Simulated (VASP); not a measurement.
InSb (strained zincblende): one r²SCAN single-point calculation in two programs

```cif
data_structure
_symmetry_space_group_name_H-M 'P 1'
_symmetry_Int_Tables_number 1
_cell_length_a 4.6346
_cell_length_b 4.6346
_cell_length_c 4.7307
_cell_angle_alpha 59.312
_cell_angle_beta 59.312
_cell_angle_gamma 61.376
_cell_volume 71.79
loop_
_atom_site_label
_atom_site_type_symbol
_atom_site_fract_x
_atom_site_fract_y
_atom_site_fract_z
_atom_site_occupancy
In1 In 0.00000 0.00000 0.00000 1
Sb1 Sb 0.25000 0.25000 0.25000 1
```

The two codes use different PAW datasets and cutoffs. VASP's cell holds 18 valence electrons and Ansatz's 28. Ansatz's stress includes a Pulay correction; VASP's doesn't.

Cutoffs: 520 eV in VASP, 500 eV in Ansatz. k meshes: 6×6×6 and 6×6×6.

```csv
,VASP,Ansatz
gap between bands v and c,0.02 eV,0.02 eV
least direct gap,0.14 eV,0.15 eV
pressure,-0.7 GPa,-0.7 GPa
```

Band v is the last that the valence electrons fill when counted band by band, and c is the next. Levels in eV from the top of v, Ansatz:

```tsv
point	v−1	v	c	c+1
Γ	-0.17	-0.17	0.02	3.07
X	-2.41	-2.41	1.26	1.43
K	-3.08	-1.87	1.87	3.94
L	-1.19	-0.94	0.61	3.90
W	-2.84	-2.69	3.39	3.97
```

VASP:

```json
{"point": "Γ", "v−1": "-0.17", "v": "-0.17", "c": "0.02", "c+1": "3.06"}
{"point": "X", "v−1": "-2.42", "v": "-2.42", "c": "1.26", "c+1": "1.42"}
{"point": "K", "v−1": "-3.09", "v": "-1.87", "c": "1.86", "c+1": "3.94"}
{"point": "L", "v−1": "-1.20", "v": "-0.94", "c": "0.60", "c+1": "3.89"}
{"point": "W", "v−1": "-2.85", "v": "-2.70", "c": "3.39", "c+1": "3.96"}
```
